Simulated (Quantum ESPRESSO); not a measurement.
# HgTe (Coloradoite) (F-43m) in Quantum ESPRESSO: further runs

Runs on HgTe (Coloradoite). Level: PBE. Tasks: relaxation of cell and atoms.

Program: Quantum ESPRESSO 7.5. These are calculated values, not measurements. Logs are shortened: lines on timing, memory, paths and dates and some standing lists are left out, and cuts for length are marked.

**1. The crystal as given**

The structure is cubic, space group F-43m (No. 216). The conventional cell has a = 6.429 Å, b = 6.429 Å, c = 6.429 Å, α = 90.00°, β = 90.00°, γ = 90.00°. Hg (site symmetry -43m) is surrounded by 4 Te at 2.78 Å. Te (site symmetry -43m) has 4 Hg at 2.78 Å as nearest neighbours.

**2. Relaxation of cell and atoms, PBE, target pressure 10 GPa, at which the enthalpy is minimised**

pw.in reads:

```
&CONTROL
  calculation = 'vc-relax'
  prefix = 'pwscf'
  outdir = './tmp'
  pseudo_dir = './pseudo'
  tprnfor = .true.
  tstress = .true.
  disk_io = 'low'
  nstep = 40
  forc_conv_thr = 0.0004
  etot_conv_thr = 1d-05
/
&SYSTEM
  ibrav = 0
  nat = 2
  ntyp = 2
  ecutwfc = 69
  ecutrho = 506
  nbnd = 20
  occupations = 'smearing'
  smearing = 'fd'
  degauss = 0.00367493
/
&ELECTRONS
  conv_thr = 4d-10
  electron_maxstep = 120
  mixing_beta = 0.5
/
&IONS
  ion_dynamics = 'bfgs'
/
&CELL
  cell_dynamics = 'bfgs'
  press = 100
  press_conv_thr = 0.3
/
ATOMIC_SPECIES
Hg   200.5920 Hg_ONCV_PBE-1.0.oncvpsp.upf
Te   127.6000 Te_pbe_v1.uspp.F.UPF
CELL_PARAMETERS bohr
   0.0000000000    6.0745246276    6.0745246276
   6.0745246276    0.0000000000    6.0745246276
   6.0745246276    6.0745246276    0.0000000000
ATOMIC_POSITIONS bohr
Hg     0.0000000000    0.0000000000    0.0000000000
Te     9.1117869414    9.1117869414    9.1117869414
K_POINTS automatic
7 7 7 0 0 0
```

Potentials or basis: SSSP 1.3 efficiency PBE.

The run is started by

```sh
OMP_NUM_THREADS=1 pw.x -in pw.in > pw.out
```

pw.out:

```text
This program is part of the open-source Quantum ESPRESSO suite
     for quantum simulation of materials; please cite
[... 9 lines left out ...]
     --------------------
     sticks:   dense  smooth     PW     G-vecs:    dense   smooth      PW
     Sum        2575    1393    421                86163    34621    5521

     Using Slab Decomposition

     bravais-lattice index     =            0
     lattice parameter (alat)  =       8.5907  a.u.
     unit-cell volume          =     448.2981 (a.u.)^3
     number of atoms/cell      =            2
     number of atomic types    =            2
     number of electrons       =        26.00
     number of Kohn-Sham states=           20
     kinetic-energy cutoff     =      69.0000  Ry
     charge density cutoff     =     506.0000  Ry
     scf convergence threshold =      4.0E-10
     mixing beta               =       0.5000
     number of iterations used =            8  plain     mixing
     energy convergence thresh.=      1.0E-05
     force convergence thresh. =      4.0E-04
     press convergence thresh. =      3.0E-01
     Exchange-correlation= SLA  PW   PBE  PBE
                           (   1   4   3   4   0   0   0)
     nstep                     =           40

     celldm(1)=   8.590675  celldm(2)=   0.000000  celldm(3)=   0.000000
     celldm(4)=   0.000000  celldm(5)=   0.000000  celldm(6)=   0.000000

     crystal axes: (cart. coord. in units of alat)
               a(1) = (   0.000000   0.707107   0.707107 )
               a(2) = (   0.707107   0.000000   0.707107 )
               a(3) = (   0.707107   0.707107   0.000000 )

     reciprocal axes: (cart. coord. in units 2 pi/alat)
               b(1) = ( -0.707107  0.707107  0.707107 )
               b(2) = (  0.707107 -0.707107  0.707107 )
               b(3) = (  0.707107  0.707107 -0.707107 )

     PseudoPot. # 1 for Hg read from file:
     Hg_ONCV_PBE-1.0.oncvpsp.upf
     Pseudo is Norm-conserving, Zval = 20.0
     Generated using ONCVPSP code by D. R. Hamann
     Using radial grid of 1262 points,  8 beta functions with:
                l(1) =   0
                l(2) =   0
                l(3) =   1
                l(4) =   1
                l(5) =   2
                l(6) =   2
                l(7) =   3
                l(8) =   3

     PseudoPot. # 2 for Te read from file:
     Te_pbe_v1.uspp.F.UPF
     Pseudo is Ultrasoft + core correction, Zval =  6.0
     Generated by new atomic code, or converted to UPF format
     Using radial grid of  891 points,  5 beta functions with:
                l(1) =   0
                l(2) =   0
                l(3) =   1
                l(4) =   1
                l(5) =   2
     Q(r) pseudized with  6 coefficients,  rinner =    1.800   1.800   1.800
                                                       1.800   1.800

     atomic species   valence    mass     pseudopotential
     Hg               20.00   200.59200     Hg( 1.00)
     Te                6.00   127.60000     Te( 1.00)

     24 Sym. Ops. (no inversion) found

   Cartesian axes

     site n.     atom                  positions (alat units)
         1        Hg     tau(   1) = (   0.0000000   0.0000000   0.0000000  )
         2        Te     tau(   2) = (   1.0606602   1.0606602   1.0606602  )

     number of k points=    20  Fermi-Dirac smearing, width (Ry)=  0.0037
                       cart. coord. in units 2pi/alat
        k(    1) = (   0.0000000   0.0000000   0.0000000), wk =   0.0058309
        k(    2) = (   0.1010153   0.1010153  -0.1010153), wk =   0.0466472
        k(    3) = (   0.2020305   0.2020305  -0.2020305), wk =   0.0466472
        k(    4) = (   0.3030458   0.3030458  -0.3030458), wk =   0.0466472
        k(    5) = (   0.2020305  -0.0000000   0.0000000), wk =   0.0349854
        k(    6) = (   0.3030458   0.1010153  -0.1010153), wk =   0.1399417
[... 12 lines left out ...]
        k(   19) = (  -0.1010153  -0.5050763   0.7071068), wk =   0.1399417
        k(   20) = (   0.0000000  -0.4040610   0.6060915), wk =   0.1399417

     Dense  grid:    86163 G-vectors     FFT dimensions: (  64,  64,  64)

     Smooth grid:    34621 G-vectors     FFT dimensions: (  45,  45,  45)

     Initial potential from superposition of free atoms

     starting charge      25.9997, renormalised to      26.0000
     Starting wfcs are   14 randomized atomic wfcs +    6 random wfcs

     Self-consistent Calculation

     iteration #  1     ecut=    69.00 Ry     beta= 0.50
     Davidson diagonalization with overlap
     ethr =  1.00E-02,  avg # of iterations =  7.0

     Threshold (ethr) on eigenvalues was too large:
     Diagonalizing with lowered threshold

     Davidson diagonalization with overlap
     ethr =  1.98E-04,  avg # of iterations =  4.9

     total energy              =    -336.64084060 Ry
     estimated scf accuracy    <       0.05067331 Ry

     iteration #  2     ecut=    69.00 Ry     beta= 0.50
     Davidson diagonalization with overlap
     ethr =  1.95E-04,  avg # of iterations =  2.0
[... 189 lines left out ...]
     atom    1 type  1   force =    -0.00000000    0.00000000    0.00000000
     atom    2 type  2   force =     0.00000000    0.00000000   -0.00000000

     Total force =     0.000000     Total SCF correction =     0.000000

     Computing stress (Cartesian axis) and pressure

          total   stress  (Ry/bohr**3)                   (kbar)     P=       47.40
   0.00032225   0.00000000  -0.00000000           47.40        0.00       -0.00
   0.00000000   0.00032225   0.00000000            0.00       47.40        0.00
   0.00000000   0.00000000   0.00032225            0.00        0.00       47.40

     BFGS Geometry Optimization
     Energy error            =      4.4E-03 Ry
     Gradient error          =      1.4E-31 Ry/Bohr
     Cell gradient error     =      5.3E+01 kbar

     number of scf cycles    =   1
     number of bfgs steps    =   0

     enthalpy           new  =    -336.3517482908 Ry

     new trust radius        =       0.0378511186 bohr
     new conv_thr            =       0.0000000004 Ry

     new unit-cell volume =    436.38387 a.u.^3 (    64.66542 Ang^3 )
     density =      8.42762 g/cm^3

CELL_PARAMETERS (bohr)
   0.000000000   6.020227410   6.020227410
   6.020227410   0.000000000   6.020227410
   6.020227410   6.020227410   0.000000000
[... 888 lines left out ...]
     Total force =     0.000000     Total SCF correction =     0.000000

     Computing stress (Cartesian axis) and pressure

          total   stress  (Ry/bohr**3)                   (kbar)     P=       99.99
   0.00067974  -0.00000000  -0.00000000           99.99       -0.00       -0.00
   0.00000000   0.00067974   0.00000000            0.00       99.99        0.00
  -0.00000000   0.00000000   0.00067974           -0.00        0.00       99.99

     Energy error            =      5.6E-07 Ry
     Gradient error          =      1.1E-30 Ry/Bohr
     Cell gradient error     =      6.2E-03 kbar

     bfgs converged in   5 scf cycles and   4 bfgs steps
     (criteria: energy <  1.0E-05 Ry, force <  4.0E-04 Ry/Bohr, cell <  3.0E-01 kbar)

     End of BFGS Geometry Optimization

     Final enthalpy           =    -336.3580290783 Ry

Begin final coordinates
     new unit-cell volume =    415.48135 a.u.^3 (    61.56798 Ang^3 )
     density =      8.85161 g/cm^3

CELL_PARAMETERS (bohr)
  -0.000000000   5.922528755   5.922528755
   5.922528755  -0.000000000   5.922528755
   5.922528755   5.922528755  -0.000000000

ATOMIC_POSITIONS (bohr)
Hg              -0.0000000000        0.0000000000        0.0000000000
Te               8.8837931330        8.8837931330        8.8837931330
End final coordinates

     Final scf calculation at the relaxed structure.
     The G-vectors are recalculated for the final unit cell
     Results may differ from those at the preceding step.

     G-vector sticks info
     --------------------
     sticks:   dense  smooth     PW     G-vecs:    dense   smooth      PW
     Sum        2431    1345    379                79663    32311    5029

     Using Slab Decomposition

     bravais-lattice index     =            0
     lattice parameter (alat)  =       8.5907  a.u.
     unit-cell volume          =     415.4813 (a.u.)^3
     number of atoms/cell      =            2
     number of atomic types    =            2
     number of electrons       =        26.00
     number of Kohn-Sham states=           20
     kinetic-energy cutoff     =      69.0000  Ry
     charge density cutoff     =     506.0000  Ry
     scf convergence threshold =      4.0E-12
     mixing beta               =       0.5000
     number of iterations used =            8  plain     mixing
     press convergence thresh. =      3.0E-01
     Exchange-correlation= SLA  PW   PBE  PBE
                           (   1   4   3   4   0   0   0)

     celldm(1)=   8.590675  celldm(2)=   0.000000  celldm(3)=   0.000000
     celldm(4)=   0.000000  celldm(5)=   0.000000  celldm(6)=   0.000000

     crystal axes: (cart. coord. in units of alat)
               a(1) = (  -0.000000   0.689414   0.689414 )
               a(2) = (   0.689414  -0.000000   0.689414 )
               a(3) = (   0.689414   0.689414  -0.000000 )

     reciprocal axes: (cart. coord. in units 2 pi/alat)
               b(1) = ( -0.725254  0.725254  0.725254 )
               b(2) = (  0.725254 -0.725254  0.725254 )
               b(3) = (  0.725254  0.725254 -0.725254 )

     PseudoPot. # 1 for Hg read from file:
     Hg_ONCV_PBE-1.0.oncvpsp.upf
     Pseudo is Norm-conserving, Zval = 20.0
     Generated using ONCVPSP code by D. R. Hamann
     Using radial grid of 1262 points,  8 beta functions with:
                l(1) =   0
                l(2) =   0
                l(3) =   1
                l(4) =   1
                l(5) =   2
                l(6) =   2
                l(7) =   3
                l(8) =   3

     PseudoPot. # 2 for Te read from file:
     Te_pbe_v1.uspp.F.UPF
     Pseudo is Ultrasoft + core correction, Zval =  6.0
     Generated by new atomic code, or converted to UPF format
     Using radial grid of  891 points,  5 beta functions with:
                l(1) =   0
                l(2) =   0
                l(3) =   1
                l(4) =   1
                l(5) =   2
     Q(r) pseudized with  6 coefficients,  rinner =    1.800   1.800   1.800
                                                       1.800   1.800

     atomic species   valence    mass     pseudopotential
     Hg               20.00   200.59200     Hg( 1.00)
     Te                6.00   127.60000     Te( 1.00)

     24 Sym. Ops. (no inversion) found

   Cartesian axes

     site n.     atom                  positions (alat units)
         1        Hg     tau(   1) = (  -0.0000000   0.0000000   0.0000000  )
         2        Te     tau(   2) = (   1.0341205   1.0341205   1.0341205  )

     number of k points=    20  Fermi-Dirac smearing, width (Ry)=  0.0037
                       cart. coord. in units 2pi/alat
        k(    1) = (   0.0000000   0.0000000   0.0000000), wk =   0.0058309
        k(    2) = (   0.1036077   0.1036077  -0.1036077), wk =   0.0466472
        k(    3) = (   0.2072154   0.2072154  -0.2072154), wk =   0.0466472
        k(    4) = (   0.3108231   0.3108231  -0.3108231), wk =   0.0466472
        k(    5) = (   0.2072154   0.0000000  -0.0000000), wk =   0.0349854
        k(    6) = (   0.3108231   0.1036077  -0.1036077), wk =   0.1399417
[... 12 lines left out ...]
        k(   19) = (  -0.1036077  -0.5180386   0.7252540), wk =   0.1399417
        k(   20) = (   0.0000000  -0.4144308   0.6216463), wk =   0.1399417

     Dense  grid:    79663 G-vectors     FFT dimensions: (  60,  60,  60)

     Smooth grid:    32311 G-vectors     FFT dimensions: (  45,  45,  45)

     Initial potential from superposition of free atoms

     starting charge      25.9997, renormalised to      26.0000
     Starting wfcs are   14 randomized atomic wfcs +    6 random wfcs

     Self-consistent Calculation

     iteration #  1     ecut=    69.00 Ry     beta= 0.50
     Davidson diagonalization with overlap
     c_bands:  1 eigenvalues not converged
     c_bands:  1 eigenvalues not converged
     c_bands:  1 eigenvalues not converged
     c_bands:  1 eigenvalues not converged
     c_bands:  2 eigenvalues not converged
     c_bands:  1 eigenvalues not converged
     c_bands:  2 eigenvalues not converged
     c_bands:  1 eigenvalues not converged
     ethr =  1.00E-06,  avg # of iterations = 19.5

     total energy              =    -336.62481826 Ry
     estimated scf accuracy    <       0.05214566 Ry

     iteration #  2     ecut=    69.00 Ry     beta= 0.50
     Davidson diagonalization with overlap
     ethr =  2.01E-04,  avg # of iterations =  2.0
[... 203 lines left out ...]
     atom    1 type  1   force =     0.00000000    0.00000000    0.00000000
     atom    2 type  2   force =     0.00000000    0.00000000    0.00000000

     Total force =     0.000000     Total SCF correction =     0.000000

     Computing stress (Cartesian axis) and pressure

          total   stress  (Ry/bohr**3)                   (kbar)     P=       99.94
   0.00067940   0.00000000  -0.00000000           99.94        0.00       -0.00
  -0.00000000   0.00067940  -0.00000000           -0.00       99.94       -0.00
  -0.00000000  -0.00000000   0.00067940           -0.00       -0.00       99.94

=------------------------------------------------------------------------------=
   JOB DONE.
=------------------------------------------------------------------------------=
```

It took 3.4 min on 1 thread of Arm Neoverse V1, shared host; peak memory 0.3 GiB.

Results:

* Free energy: -4580.2268 eV
* Relaxed volume: 30.78 Å³/atom
* Relaxed cell: a = 4.432 Å, b = 4.432 Å, c = 4.432 Å, α = 60.00°, β = 60.00°, γ = 60.00°
* Space group after relaxing (to 0.05 Å): F-43m (No. 216)
* Energy change on relaxing (the enthalpy is what falls): +109.0 meV/atom
* Ionic steps: 5
* Pressure after relaxing: 10.0 GPa
* Band gap on the k mesh: none (metal or under the smearing width)

Step by step:
```csv
step,energy change (eV),largest force (eV/Å),pressure (GPa),volume (Å³)
1,0.0000,0.0000,4.74,66.43
2,0.0611,0.0000,6.40,64.67
3,0.1874,0.0000,9.34,62.08
4,0.2208,0.0000,10.06,61.52
5,0.2181,0.0000,10.00,61.57
```

Final structure:
```
Hg Te
1.0
     0.00000    3.13407    3.13407
     3.13407    0.00000    3.13407
     3.13407    3.13407    0.00000
Hg Te
1 1
Direct
  0.00000 0.00000 0.00000
  0.75000 0.75000 0.75000
```

Spin-orbit coupling is left out, which matters for the levels of Hg, Te.

**3. Relaxation of cell and atoms, PBE, target pressure 20 GPa, at which the enthalpy is minimised**

pw.in: that of step 2 with these lines changed.

```diff
@@ -33,3 +33,3 @@
   cell_dynamics = 'bfgs'
-  press = 100
+  press = 200
   press_conv_thr = 0.3
```

Potentials or basis: SSSP 1.3 efficiency PBE.

The run is started by

```sh
OMP_NUM_THREADS=1 pw.x -in pw.in > pw.out
```

Run time: 4.1 min. Hardware: 1 thread of Arm Neoverse V1, shared host; peak memory 0.29 GiB.

The run converged. Its results:

- Free energy: -4579.7011 eV
- Relaxed volume: 27.89 Å³/atom
- Relaxed cell: a = 4.289 Å, b = 4.289 Å, c = 4.289 Å, α = 60.00°, β = 60.00°, γ = 60.00°
- Space group after relaxing (to 0.05 Å): F-43m (No. 216)
- Energy change on relaxing (the enthalpy is what falls): +371.8 meV/atom
- Ionic steps: 6
- Pressure after relaxing: 20.0 GPa
- Band gap on the k mesh: none (metal or under the smearing width)

The path:
| step | energy change (eV) | largest force (eV/Å) | pressure (GPa) | volume (Å³) |
| --- | --- | --- | --- | --- |
| 1 | 0.0000 | 0.0000 | 4.74 | 66.43 |
| 2 | 0.2290 | 0.0000 | 10.23 | 61.40 |
| 3 | 0.9413 | 0.0000 | 23.47 | 54.33 |
| 4 | 0.7154 | 0.0000 | 19.50 | 56.02 |
| 5 | 0.7425 | 0.0000 | 19.98 | 55.80 |
| 6 | 0.7436 | 0.0000 | 20.00 | 55.79 |

Final structure:
```
Hg Te
1.0
     0.00000    3.03278    3.03278
     3.03278    0.00000    3.03278
     3.03278    3.03278    0.00000
Hg Te
1 1
Direct
  0.00000 0.00000 0.00000
  0.75000 0.75000 0.75000
```

Levels at points of the mesh, in eV from the Fermi level:
```tsv
k point	band 9	band 10	band 11	band 12	band 13	band 14	band 15	band 16	band 17	band 18
(0.00, 0.00, 0.00)	-7.91	-7.91	-0.24	-0.04	-0.04	-0.04	3.73	3.73	3.73	6.62
```

Caveat: the volume moved by over 15 % at a fixed basis, so the end points are rough.

**4. Relaxation of cell and atoms, PBE, target pressure 30 GPa, at which the enthalpy is minimised**

pw.in: that of step 3 with these lines changed.

```diff
@@ -33,3 +33,3 @@
   cell_dynamics = 'bfgs'
-  press = 200
+  press = 300
   press_conv_thr = 0.3
```

The run is started by

```sh
OMP_NUM_THREADS=1 pw.x -in pw.in > pw.out
```

Wall time 4 min (1 thread of Arm Neoverse V1, shared host); peak memory 0.29 GiB.

The run converged. Its results:

| Item | Value |
| --- | --- |
| Free energy | -4579.1201 eV |
| Relaxed volume | 26.01 Å³/atom |
| Relaxed cell | a = 4.190 Å, b = 4.190 Å, c = 4.190 Å, α = 60.00°, β = 60.00°, γ = 60.00° |
| Space group after relaxing (to 0.05 Å) | F-43m (No. 216) |
| Energy change on relaxing (the enthalpy is what falls) | +662.3 meV/atom |
| Ionic steps | 6 |
| Pressure after relaxing | 30.0 GPa |
| Band gap on the k mesh | none (metal or under the smearing width) |

Step by step:
```
step  energy change (eV)  largest force (eV/Å)  pressure (GPa)  volume (Å³)
   1              0.0000                0.0000            4.74        66.43
   2              0.4766                0.0000           15.13        58.24
   3              1.8558                0.0000           38.85        49.54
   4              1.2444                0.0000           28.65        52.46
   5              1.3186                0.0000           29.90        52.05
   6              1.3245                0.0000           30.00        52.02
```

Final structure:
```
CELL_PARAMETERS angstrom
0.00000 2.96293 2.96293
2.96293 0.00000 2.96293
2.96293 2.96293 0.00000
ATOMIC_POSITIONS crystal
Hg 0.00000 0.00000 0.00000
Te 0.75000 0.75000 0.75000
```

Levels at points of the mesh, in eV from the Fermi level:
| k point | band 9 | band 10 | band 11 | band 12 | band 13 | band 14 | band 15 | band 16 | band 17 | band 18 |
| --- | --- | --- | --- | --- | --- | --- | --- | --- | --- | --- |
| (0.00, 0.00, 0.00) | -8.43 | -8.43 | -0.07 | -0.05 | -0.05 | -0.05 | 3.51 | 3.51 | 3.51 | 6.58 |

Caveat: the volume moved by over 15 % at a fixed basis, so the end points are rough. The run has no spin-orbit coupling, so splittings on Hg, Te are missing.

**5. The runs side by side**

```tsv
cell	gap on the mesh (eV)	pressure (GPa)
relaxed to 10 GPa	none	10.0
relaxed to 20 GPa	none	20.0
relaxed to 30 GPa	none	30.0
```

Alike in all rows: task relaxation of cell and atoms; level PBE; potentials or basis SSSP 1.3 efficiency PBE; no spin polarisation; k mesh 7 × 7 × 7; cutoff (eV) 939; smearing fermi-dirac 0.05 eV.

Caveats: the volume moved by over 15 % at a fixed basis, so the end points are rough (some runs).

Total energies depend on the potentials used, so only differences within one code and one set of settings carry meaning.
